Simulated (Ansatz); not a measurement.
Crystal: Hf.

```
Hf
1.0
     4.96233    0.00000    0.00000
    -2.48116    4.29750    0.00000
     0.00000    0.00000    3.08623
Hf
3
Direct
  0.00000 0.00000 0.00000
  0.33333 0.66667 0.50000
  0.66667 0.33333 0.50000
```

This isn't the form of Hf at room conditions, which is hcp.

| Quantity | Value |
| --- | --- |
| Program | Ansatz 0.2.0 |
| Task | single point |
| Functional | PBE |
| Potentials or basis | Ansatz PAW |
| Cutoff | 420 eV (not typed: the program's choice for these potentials) |
| k mesh | 6 × 6 × 9 |
| Occupations | fermi-dirac, width 0.05 eV |
| Spin | no spin polarisation |

On this cell: pressure 2.0 GPa; largest force under 0.003 eV/Å; band gap on the k mesh none (metal or under the smearing width).

The same run follows on a disturbed copy (atoms moved at random, drawn with an rms of 0.05 Å):

```
CELL_PARAMETERS angstrom
4.96233 0.00000 0.00000
-2.48116 4.29750 0.00000
0.00000 0.00000 3.08623
ATOMIC_POSITIONS crystal
Hf 0.00766 0.00898 0.00959
Hf 0.33932 0.66447 0.48907
Hf 0.66612 0.32891 0.50340
```

What does the disturbed cell give?

The energy (extrapolated to zero smearing) moves by +3.8 meV/atom; pressure 2.1 GPa; largest force 0.273 eV/Å; band gap on the k mesh none (metal or under the smearing width).

Forces in eV/Å, atoms in the order of the input:
```
Hf   0.008 -0.167 -0.216
Hf  -0.103  0.064  0.166
Hf   0.095  0.103  0.050
```

Stress tensor (GPa, compression positive):
```
 2.03 -0.11 -0.02
-0.11  2.19  0.10
-0.02  0.10  2.06
```
